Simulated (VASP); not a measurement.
**VASP 6.6.1, PBEsol single-point calculation, Ge (diamond)**

INCAR

```
LCHARG = .FALSE.
LREAL = .FALSE.
LWAVE = .FALSE.
ISIF = 2
ENCUT = 520
LASPH = .TRUE.
PREC = Accurate
SIGMA = 0.02
NELM = 120
NBANDS = 21
ISMEAR = -1
NSW = 0
IBRION = -1
EDIFF = 1E-7
GGA = PS
```

KPOINTS

```
KPOINTS created by Atomic Simulation Environment
0
Gamma
8 8 8
0 0 0
```

KPOINTS_OPT

```
special points
6
Reciprocal
0.0000000000 0.0000000000 0.0000000000 1
0.5000000000 0.0000000000 0.5000000000 1
0.5000000000 0.2500000000 0.7500000000 1
0.3750000000 0.3750000000 0.7500000000 1
0.5000000000 0.5000000000 0.5000000000 1
0.6250000000 0.2500000000 0.6250000000 1
```

POSCAR

```
Ge
 1.0000000000000000
    -0.0000000000000000    2.8368735118671840    2.8368735118671840
     2.8368735118671840    0.0000000000000000    2.8368735118671840
     2.8368735118671840    2.8368735118671840    0.0000000000000000
 Ge
   2
Cartesian
  0.0000000000000000 -0.0000000000000000 -0.0000000000000000
  1.4184367559335920  1.4184367559335920  1.4184367559335920
```

VASP ran with the recommended PBE PAW datasets (28 valence electrons in the cell).

OSZICAR

```
N       E                     dE             d eps       ncg     rms          rms(c)
DAV:   1     0.186480513108E+03    0.18648E+03   -0.14439E+04  1345   0.361E+03
DAV:   2     0.178728561381E+02   -0.16861E+03   -0.16417E+03  1223   0.622E+02
DAV:   3    -0.908539086293E+01   -0.26958E+02   -0.26774E+02  1413   0.143E+02
DAV:   4    -0.999752649789E+01   -0.91214E+00   -0.91166E+00  1348   0.308E+01
DAV:   5    -0.100129212113E+02   -0.15395E-01   -0.15394E-01  1398   0.439E+00    0.322E+00
DAV:   6    -0.991096636469E+01    0.10195E+00   -0.34576E-02  1609   0.224E+00    0.184E+00
DAV:   7    -0.986206289899E+01    0.48903E-01   -0.58337E-02  1343   0.245E+00    0.159E-01
DAV:   8    -0.986309776792E+01   -0.10349E-02   -0.70053E-03  1360   0.119E+00    0.466E-02
DAV:   9    -0.986316550954E+01   -0.67742E-04   -0.29850E-04  1531   0.288E-01    0.136E-02
DAV:  10    -0.986318592458E+01   -0.20415E-04   -0.27522E-05  1343   0.435E-02    0.529E-03
DAV:  11    -0.986318667457E+01   -0.74999E-06   -0.68210E-06  1690   0.440E-02    0.205E-03
DAV:  12    -0.986318640557E+01    0.26901E-06   -0.11366E-06  1622   0.200E-02    0.266E-04
DAV:  13    -0.986318636092E+01    0.44651E-07   -0.26765E-08   854   0.181E-03
   1 F= -.98631864E+01 E0= -.98630965E+01  d E =-.179683E-03
       N       E                     dE             ncg
DAV:   1    -0.226080419365E+03   -0.60502E+04      267
DAV:   2    -0.124246146524E+04   -0.10164E+04      257
DAV:   3    -0.140230522923E+04   -0.15984E+03      282
DAV:   4    -0.140744911712E+04   -0.51439E+01      302
DAV:   5    -0.140753754295E+04   -0.88426E-01      287
DAV:   6    -0.140754008779E+04   -0.25448E-02      302
DAV:   7    -0.140754020026E+04   -0.11247E-03      321
DAV:   8    -0.140754020409E+04   -0.38279E-05      307
DAV:   9    -0.140754020429E+04   -0.20784E-06      268
DAV:  10    -0.140754020430E+04   -0.79390E-08      211
```

From OUTCAR

```
k-points           NKPTS =     29   k-points in BZ     NKDIM =     29   number of bands    NBANDS=     21

   NELECT =      28.0000    total number of electrons

   dimension x,y,z NGX =    30 NGY =   30 NGZ =   30
   dimension x,y,z NGXF=    60 NGYF=   60 NGZF=   60

  energy-cutoff  :      520.00
  volume of cell :       45.66
      direct lattice vectors                 reciprocal lattice vectors
     0.000000000  2.836873512  2.836873512    -0.176250368  0.176250368  0.176250368
     2.836873512  0.000000000  2.836873512     0.176250368 -0.176250368  0.176250368
     2.836873512  2.836873512  0.000000000     0.176250368  0.176250368 -0.176250368

 k-points in reciprocal lattice and weights: KPOINTS created by Atomic Simulation Env
   0.00000000  0.00000000  0.00000000       0.002
   0.12500000  0.00000000  0.00000000       0.016
   0.25000000  0.00000000  0.00000000       0.016
   0.37500000  0.00000000  0.00000000       0.016
   0.50000000  0.00000000  0.00000000       0.008
   0.12500000  0.12500000  0.00000000       0.012
   0.25000000  0.12500000  0.00000000       0.047
   0.37500000  0.12500000  0.00000000       0.047
   ...

 E-fermi :   4.7949

 k-point     1 :       0.0000    0.0000    0.0000
  band No.  band energies     occupation
      1     -19.9680      2.00000
      2     -19.9680      2.00000
      3     -19.9680      2.00000
      4     -19.9321      2.00000
      5     -19.9321      2.00000
      6     -19.7245      2.00000
      7     -19.7245      2.00000
      8     -19.7245      2.00000
      9     -19.7117      2.00000
     10     -19.7117      2.00000
     11      -7.9502      2.00000
     12       4.6996      1.98304
     13       4.7825      1.29983
     14       4.7825      1.29963
     15       4.7825      1.29963
     16       7.3099      0.00000
     17       7.3099      0.00000
     18       7.3099      0.00000
     19      10.9812      0.00000
     20      14.2385      0.00000
     21      14.2385      0.00000

 k-point     2 :       0.1250    0.0000    0.0000
  band No.  band energies     occupation
      1     -19.9759      2.00000
      2     -19.9759      2.00000
      3     -19.9655      2.00000
      4     -19.9209      2.00000
      5     -19.9209      2.00000
      6     -19.7364      2.00000
      7     -19.7364      2.00000
      8     -19.7274      2.00000
      9     -19.7015      2.00000
     10     -19.7015      2.00000
     11      -7.7610      2.00000
     12       2.3993      2.00000
     13       4.4491      2.00000
     14       4.4491      2.00000
     15       5.7474      0.00000
     16       7.7558      0.00000
     17       7.7558      0.00000
     18       8.2063      0.00000
     19      11.9320      0.00000
     20      13.3060      0.00000
     21      13.3060      0.00000

 k-point     3 :       0.2500    0.0000    0.0000
  band No.  band energies     occupation
      1     -19.9858      2.00000
      2     -19.9858      2.00000
      3     -19.9594      2.00000
      4     -19.9040      2.00000
      5     -19.9040      2.00000
      6     -19.7500      2.00000
      7     -19.7500      2.00000
      8     -19.7345      2.00000
      9     -19.6914      2.00000
     10     -19.6914      2.00000
     11      -7.2120      2.00000
     12       0.0562      2.00000
     13       3.9051      2.00000
     14       3.9051      2.00000
     15       5.3730      0.00000
     16       8.3818      0.00000
     17       8.3818      0.00000
     18      10.3077      0.00000
     19      12.6176      0.00000
     20      13.0502      0.00000
     21      13.0502      0.00000

 k-point     4 :       0.3750    0.0000    0.0000
  band No.  band energies     occupation
      1     -19.9908      2.00000
      2     -19.9908      2.00000
      3     -19.9531      2.00000
      4     -19.8936      2.00000
      5     -19.8936      2.00000
      6     -19.7571      2.00000
      7     -19.7571      2.00000
      8     -19.7418      2.00000
      9     -19.6861      2.00000
     10     -19.6861      2.00000
     11      -6.4078      2.00000
     12      -1.8840      2.00000
     13       3.5203      2.00000
     14       3.5203      2.00000
     15       5.0088      0.00005
     16       8.5251      0.00000
     17       8.5251      0.00000
     18      11.8802      0.00000
     19      12.9235      0.00000
     20      14.2175      0.00000
     21      14.2175      0.00000

 k-point     5 :       0.5000    0.0000    0.0000
  band No.  band energies     occupation
      1     -19.9920      2.00000
      2     -19.9920      2.00000
      3     -19.9505      2.00000
      4     -19.8908      2.00000
      5     -19.8908      2.00000
      6     -19.7587      2.00000
      7     -19.7587      2.00000
      8     -19.7449      2.00000
      9     -19.6846      2.00000
     10     -19.6846      2.00000
     11      -5.8725      2.00000
     12      -2.8058      2.00000
     13       3.3865      2.00000
     14       3.3865      2.00000
     15       4.8790      0.02938
     16       8.4890      0.00000
     17       8.4890      0.00000
     18      11.7422      0.00000
     19      15.1584      0.00000
     20      15.7023      0.00000
     21      15.9018      0.00000

 k-point     6 :       0.1250    0.1250    0.0000
  band No.  band energies     occupation
      1     -19.9753      2.00000
      2     -19.9736      2.00000
      3     -19.9736      2.00000
      4     -19.9233      2.00000
      5     -19.9089      2.00000
      6     -19.7584      2.00000
      7     -19.7197      2.00000
      8     -19.7159      2.00000
      9     -19.7159      2.00000
     10     -19.6969      2.00000
     11      -7.6969      2.00000
     12       2.3595      2.00000
     13       3.9114      2.00000
     14       3.9114      2.00000
     15       6.6368      0.00000
     16       6.9547      0.00000
     17       8.4980      0.00000
     18       8.4980      0.00000
     19      12.0854      0.00000
     20      12.2232      0.00000
     21      14.5027      0.00000

 k-point     7 :       0.2500    0.1250    0.0000
  band No.  band energies     occupation
      1     -19.9887      2.00000
      2     -19.9816      2.00000
      3     -19.9649      2.00000
      4     -19.9094      2.00000
      5     -19.8892      2.00000
      6     -19.7786      2.00000
      7     -19.7361      2.00000
      8     -19.7190      2.00000
      9     -19.7012      2.00000
     10     -19.6877      2.00000
     11      -7.2633      2.00000
     12       0.5895      2.00000
     13       3.2626      2.00000
     14       3.3520      2.00000
     15       6.6325      0.00000
     16       7.3485      0.00000
     17       9.3206      0.00000
     18       9.5746      0.00000
     19      12.0038      0.00000
     20      13.5547      0.00000
     21      14.2666      0.00000

 k-point     8 :       0.3750    0.1250    0.0000
  band No.  band energies     occupation
      1     -19.9995      2.00000
      2     -19.9891      2.00000
      3     -19.9503      2.00000
      4     -19.8945      2.00000
      5     -19.8772      2.00000
      6     -19.7872      2.00000
      7     -19.7514      2.00000
      8     -19.7346      2.00000
      9     -19.6898      2.00000
     10     -19.6771      2.00000
     11      -6.5202      2.00000
     12      -1.3483      2.00000
     13       2.5814      2.00000
     14       3.0384      2.00000
     15       6.3386      0.00000
     16       8.0430      0.00000
     17       9.4901      0.00000
     18      10.3074      0.00000
     19      13.4278      0.00000
     20      14.0574      0.00000
     21      15.0632      0.00000

 k-point     9 :       0.5000    0.1250    0.0000
  band No.  band energies     occupation
      1     -20.0039      2.00000
      2     -19.9942      2.00000
      3     -19.9379      2.00000
      4     -19.8831      2.00000
      5     -19.8793      2.00000
      6     -19.7794      2.00000
      7     -19.7646      2.00000
      8     -19.7500      2.00000
      9     -19.6820      2.00000
     10     -19.6725      2.00000
     11      -5.7765      2.00000
     12      -2.6766      2.00000
     13       2.1253      2.00000
     14       3.0362      2.00000
     15       6.1122      0.00000
     16       8.2688      0.00000
     17       9.2140      0.00000
     18      11.8601      0.00000
     19      13.5637      0.00000
     20      15.4877      0.00000
     21      15.9037      0.00000

 ...

  Total       -0.0050771     -0.0050771     -0.0050771      0.0000000     -0.0000000      0.0000000
  in kB       -0.1781446     -0.1781446     -0.1781446      0.0000000     -0.0000000      0.0000000
  external PRESSURE =      -0.1781446 kB  Pullay stress =       0.0000000 kB

 POSITION                                       TOTAL-FORCE (eV/Angst)
 -----------------------------------------------------------------------------------
      0.00000      0.00000      0.00000         0.000000      0.000000      0.000000
      1.41844      1.41844      1.41844        -0.000000     -0.000000     -0.000000
 -----------------------------------------------------------------------------------
    total drift:                                0.000000      0.000000      0.000000

  FREE ENERGIE OF THE ION-ELECTRON SYSTEM (eV)
  ---------------------------------------------------
  free  energy   TOTEN  =        -9.8631863609 eV

  energy  without entropy=       -9.8630066777  energy(sigma->0) =       -9.86309652
```

| Quantity | Value |
| --- | --- |
| gap between bands v and c | 0.00 eV |
| least direct gap | 0.00 eV |
| pressure | 0.0 GPa |

Band v is the last that the valence electrons fill when counted band by band, and c is the next.
